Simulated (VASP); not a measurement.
# SnSe in VASP: further runs, part 2 of 2

VASP 6.6.1. Earlier steps stand in the parts before.

### 4 Single point, HSE06

Contents of POSCAR:

```
SnSe
1.0
    4.2853274191      0.0000000000      0.0000000000
    0.0000000000      4.2853274191      0.0000000000
    0.0000000000      0.0000000000     10.9906921300
Sn Se
2 2
Direct
    0.0000000000      0.5000000000      0.6277708900
    0.5000000000      0.0000000000      0.3722291100
    0.0000000000      0.5000000000      0.3839605100
    0.5000000000      0.0000000000      0.6160394900
```

Contents of INCAR.step1:

```
PREC = Accurate
ENCUT = 500
EDIFF = 1E-5
ISMEAR = 0
SIGMA = 0.01
LREAL = False
LASPH = True
NELM = 100
ALGO = Normal
ISIF = 2
LWAVE = True
LCHARG = False
NKRED = 1
NBANDS = 28
GGA = PE
```

Contents of INCAR.step2:

```
PREC = Accurate
ENCUT = 500
EDIFF = 1E-6
ISMEAR = 0
SIGMA = 0.01
LREAL = False
LASPH = True
NELM = 100
ALGO = Normal
ISIF = 2
LWAVE = False
LCHARG = False
GGA = PE
LHFCALC = True
HFSCREEN = 0.2
PRECFOCK = Fast
NKRED = 1
NBANDS = 28
ISTART = 1
```

Contents of KPOINTS:

```
regular mesh
0
Gamma
  4 4 2
```

Potentials or basis: VASP PAW PBE potentials, release 64 (Sn_d, Se).

Launch:

```sh
> cat potpaw_PBE.64/Sn_d/POTCAR potpaw_PBE.64/Se/POTCAR > POTCAR
> cp INCAR.step1 INCAR
> mpirun -np 1 vasp_std > vasp.out
> cp INCAR.step2 INCAR
> mpirun -np 1 vasp_std > vasp.out
```

OUTCAR:

```text
PREC = Accurate
   ENCUT = 500
   EDIFF = 1E-6
   ISMEAR = 0
   LREAL = False
   LASPH = True
   NELM = 100
   ISIF = 2
   GGA = PE
   LHFCALC = True
   HFSCREEN = 0.2
   PRECFOCK = Fast
   NKRED = 1
   ISTART = 1

 Found     12 irreducible k-points:

 Following reciprocal coordinates:
            Coordinates               Weight
  0.000000  0.000000  0.000000      1.000000
  0.250000  0.000000  0.000000      4.000000
  0.500000  0.000000  0.000000      2.000000
  0.250000  0.250000  0.000000      4.000000
  0.500000  0.250000  0.000000      4.000000
  0.500000  0.500000  0.000000      1.000000
   k-points           NKPTS =     12   k-points in BZ     NKDIM =     32   number of bands    NBANDS=     28
   number of dos      NEDOS =    301   number of ions     NIONS =      4
   total plane-waves  NPLWV =  81920
   dimension x,y,z NGX =    32 NGY =   32 NGZ =   80
   dimension x,y,z NGXF=    64 NGYF=   64 NGZF=  160
   ions per type =               2   2
   NGX,Y,Z   is equivalent  to a cutoff of  12.41, 12.41, 12.10 a.u.
   NGXF,Y,Z  is equivalent  to a cutoff of  24.83, 24.83, 24.20 a.u.
 SYSTEM =  unknown system
   PREC   = accura    normal or accurate (medium, high low for compatibility)
   ISTART =      1    job   : 0-new  1-cont  2-samecut
   ICHARG =      0    charge: 1-file 2-atom 10-const
   ISPIN  =      1    spin polarized calculation?
   LNONCOLLINEAR =      F non collinear calculations
   LSORBIT =      F    spin-orbit coupling
   LASPH  =      T    aspherical Exc in radial PAW
   ENCUT  =  500.0 eV  36.75 Ry    6.06 a.u.   7.81  7.81 20.04*2*pi/ulx,y,z
   NELM   =    100;   NELMIN=  2; NELMDL=  0     # of ELM steps
   EDIFF  = 0.1E-05   stopping-criterion for ELM
   LREAL  =      F    real-space projection
   EDIFFG = 0.1E-04   stopping-criterion for IOM
   NSW    =      0    number of steps for IOM
   IBRION =     -1    ionic relax: 0-MD 1-quasi-New 2-CG
   NFREE  =      0    steps in history (QN), initial steepest desc. (CG)
   ISIF   =      2    stress and relaxation
   ISYM   =      3    0-nonsym 1-usesym 2-fastsym
   POTIM  = 0.5000    time-step for ionic-motion
   TEBEG  =    0.0;   TEEND  =   0.0 temperature during run
   PSTRESS=    0.0 pullay stress
   NELECT =      40.0000    total number of electrons
   NUPDOWN=      -1.0000    fix difference up-down
   EMIN   =  10.00;   EMAX   =-10.00  energy-range for DOS
   EFERMI =   0.00;   METHOD = LEGACY
   ISMEAR =     0;   SIGMA  =   0.01  broadening in eV -4-tet -1-fermi 0-gaus
   EFERMI_NEDOS =   21; number of points for ismear=-14 and -15
   IALGO  =     38    algorithm
   IMIX   =      1    mixing-type and parameters
     AMIX     =   0.40;   BMIX     =  1.00
     AMIX_MAG =   1.60;   BMIX_MAG =  1.00
  volume/ion in A,a.u.               =      50.46       340.51
  Fermi-wavevector in a.u.,A,eV,Ry     =   0.954473  1.803693 12.395171  0.911019
  Thomas-Fermi vector in A             =   2.083223
   LORBIT       =      0    0 simple, 1 ext, 2 COOP (PROOUT), +10 PAW based schemes
   GGA     = PE    functional components
   LHFCALC =     T    Hartree Fock is set to
   PRECFOCK=fast      Normal, Fast or Accurate (Low or Medium for compatibility)
   ENCUT4O =  -1.0   cutoff for four orbital integrals eV
   NKREDX  =     1    reduce k-point grid by
   NKREDY  =     1    reduce k-point grid by
   NKREDZ  =     1    reduce k-point grid by
   AEXX    =    0.2500 exact exchange contribution
   HFSCREEN=    0.2000 screening length (either q_TF or 0.3 A-1)
   HFSCREENC=   0.2000 screening length for correlation (either q_TF or 0.3 A-1)
   ENCUTFOCK=  -1.0 apply spherical cutoff to Coloumb kernel
   IVDW    =     0    specifies the selected vdW correction
   LEPSILON=     F    determine dielectric tensor
   LRPA    =     F    only Hartree local field effects (RPA)
 non-spin polarized calculation
 Gauss-broadening in eV      SIGMA  =   0.01
  energy-cutoff  :      500.00
  volume of cell :      201.83
 maximum number of plane-waves:      5146
 NGX is ok and might be reduce to    32
  NGX = 18; NGY = 18; NGZ = 48

 number of electron      40.0000034 magnetization

 Free energy of the ion-electron system (eV)
  ---------------------------------------------------
  ext. energy  EPLUGINS =         0.00000000
  ---------------------------------------------------
  free energy    TOTEN  =       -19.51777188 eV

  energy without entropy =      -19.51777188  energy(sigma->0) =      -19.51777188

 E-fermi :   0.2097     XC(G=0):  -5.0974

 val. band max:        0.1632310220   @ k =   0.5000   0.0000   0.0000
 cond. band min:       2.3386063341   @ k =   0.0000   0.0000   0.5000
 fundamental gap:      2.1753753121
 Fermi energy:         0.2097318791

 k-point     1 :       0.0000    0.0000    0.0000
  band No.  band energies     occupation
      1     -22.9613      2.00000
      2     -22.9591      2.00000
      3     -22.9559      2.00000
      4     -22.9523      2.00000
      5     -22.9333      2.00000
      6     -22.9030      2.00000
[... 20 lines left out ...]
     27       6.7498      0.00000
     28       7.0027      0.00000

 k-point     2 :       0.2500    0.0000    0.0000
  band No.  band energies     occupation
      1     -22.9628      2.00000
      2     -22.9582      2.00000
      3     -22.9563      2.00000
      4     -22.9523      2.00000
      5     -22.9255      2.00000
      6     -22.9043      2.00000
[... 20 lines left out ...]
     27       6.1210      0.00000
     28       6.8524      0.00000

 k-point     3 :       0.5000    0.0000    0.0000
  band No.  band energies     occupation
      1     -22.9652      2.00000
      2     -22.9652      2.00000
      3     -22.9505      2.00000
      4     -22.9505      2.00000
      5     -22.9115      2.00000
      6     -22.9115      2.00000
[... 20 lines left out ...]
     27       6.4383      0.00000
     28       6.4383      0.00000

 k-point     4 :       0.2500    0.2500    0.0000
  band No.  band energies     occupation
      1     -22.9685      2.00000
      2     -22.9661      2.00000
      3     -22.9508      2.00000
      4     -22.9479      2.00000
      5     -22.9179      2.00000
      6     -22.9044      2.00000
[... 20 lines left out ...]
     27       6.4549      0.00000
     28       6.6074      0.00000

 k-point     5 :       0.5000    0.2500    0.0000
  band No.  band energies     occupation
      1     -22.9736      2.00000
      2     -22.9736      2.00000
      3     -22.9448      2.00000
      4     -22.9448      2.00000
      5     -22.9078      2.00000
      6     -22.9078      2.00000
[... 20 lines left out ...]
     27       6.5459      0.00000
     28       6.5459      0.00000

 k-point     6 :       0.5000    0.5000    0.0000
  band No.  band energies     occupation
      1     -22.9815      2.00000
      2     -22.9815      2.00000
      3     -22.9396      2.00000
      4     -22.9396      2.00000
      5     -22.9044      2.00000
      6     -22.9044      2.00000
[... 20 lines left out ...]
     27       7.7440      0.00000
     28       7.7440      0.00000

 [... further k-points ...]
[... 5 lines left out ...]
  --------------------------------------------------------------------------------------
  -------------------------------------------------------------------------------------
  Total       -0.2280470     -0.2280470     -0.5188527      0.0000000      0.0000000      0.0000000
  in kB       -1.8102639     -1.8102639     -4.1187140      0.0000000      0.0000000      0.0000000
  external PRESSURE =      -2.5797473 kB  Pullay stress =       0.0000000 kB

 VOLUME and BASIS-vectors are now :
 -----------------------------------------------------------------------------
  energy-cutoff  :      500.00
  volume of cell :      201.83
      direct lattice vectors                 reciprocal lattice vectors
     4.285327419  0.000000000  0.000000000     0.233354398  0.000000000  0.000000000
     0.000000000  4.285327419  0.000000000     0.000000000  0.233354398  0.000000000
     0.000000000  0.000000000 10.990692130     0.000000000  0.000000000  0.090986081

 POSITION                                       TOTAL-FORCE (eV/Angst)
 -----------------------------------------------------------------------------------
      0.00000      2.14266      6.89964         0.000000     -0.000000     -0.097082
      2.14266      0.00000      4.09106         0.000000      0.000000      0.097082
      0.00000      2.14266      4.21999        -0.000000      0.000000      0.085356
      2.14266      0.00000      6.77070         0.000000      0.000000     -0.085356
 -----------------------------------------------------------------------------------
    total drift:                               -0.000000      0.000000     -0.000001

  FREE ENERGIE OF THE ION-ELECTRON SYSTEM (eV)
  ---------------------------------------------------
  free  energy   TOTEN  =       -19.5177718756 eV

  energy  without entropy=      -19.5177718755  energy(sigma->0) =      -19.51777188
```

It took 12 min on 1 thread of Intel Xeon 6975P-C (Granite Rapids), shared host; peak memory 0.43 GiB.

The run converged, but some of its settings lie outside the range that counts as converged, so its numbers aren't taken as properties of the slab.

Results:

| Property | Result |
| --- | --- |
| Free energy | -19.5178 eV |
| Largest force | 0.097 eV/Å |
| Band gap on the k mesh | 2.18 eV, indirect (least direct gap 2.20 eV) |

Caveat: the PAW data sets were made with another functional, which shifts forces and pressure a little; spin-orbit coupling is left out, which moves the levels of the heavy elements.

### 5 Single point, HSE06

POSCAR is that of step 4.

Contents of INCAR.step1:

```
SYSTEM = SnSe
  PREC = Accurate
  ENCUT = 250
  EDIFF = 1E-5
  ISMEAR = 0
  SIGMA = 0.01
  LREAL = .False.
  LASPH = .True.
  NELM = 100
  ALGO = Normal
  ISIF = 2
  LWAVE = .True.
  LCHARG = .False.
  NKRED = 1
  NBANDS = 28
  GGA = PE
```

Contents of INCAR.step2:

```
SYSTEM = SnSe
  PREC = Accurate
  ENCUT = 250
  EDIFF = 1E-6
  ISMEAR = 0
  SIGMA = 0.01
  LREAL = .False.
  LASPH = .True.
  NELM = 100
  ALGO = Normal
  ISIF = 2
  LWAVE = .False.
  LCHARG = .False.
  GGA = PE
  LHFCALC = .True.
  HFSCREEN = 0.2
  PRECFOCK = Fast
  NKRED = 1
  NBANDS = 28
  ISTART = 1
```

Contents of KPOINTS:

```
Automatic mesh
0
Gamma
  2 2 1
  0 0 0
```

Launch:

```sh
> cat potpaw_PBE.64/Sn_d/POTCAR potpaw_PBE.64/Se/POTCAR > POTCAR
> cp INCAR.step1 INCAR
> mpirun -np 1 vasp_std > vasp.out
> cp INCAR.step2 INCAR
> mpirun -np 1 vasp_std > vasp.out
```

Run time: 26 s. Hardware: 1 thread of Intel Xeon 6975P-C (Granite Rapids), shared host; peak memory 0.27 GiB.

These settings aren't checked as converged: the numbers below hold their error.

What came out:

- Free energy: -18.8379 eV
- Largest force: 1.207 eV/Å
- Band gap on the k mesh: 2.31 eV, direct

Caveat: the k mesh is coarse (spacing up to 0.73 Å⁻¹), so the values aren't converged, least of all with exact exchange; the cutoff is under 1.25 times the usual one of these potentials, so pressure, stress and relaxed cells hold a basis-set (Pulay) error; the PAW data sets were made with another functional, which shifts forces and pressure a little; spin-orbit coupling is left out, which moves the levels of the heavy elements.

### 6 For comparison

An earlier run on the cell as given: functional PBE; potentials or basis VASP PAW PBE potentials, release 64 (Sn_d, Se); cutoff 520 eV; k mesh 6 × 6 × 3; occupations fermi-dirac, width 0.05 eV; no spin polarisation.

- Largest force: 0.265 eV/Å
- Band gap on the k mesh: 1.52 eV, direct
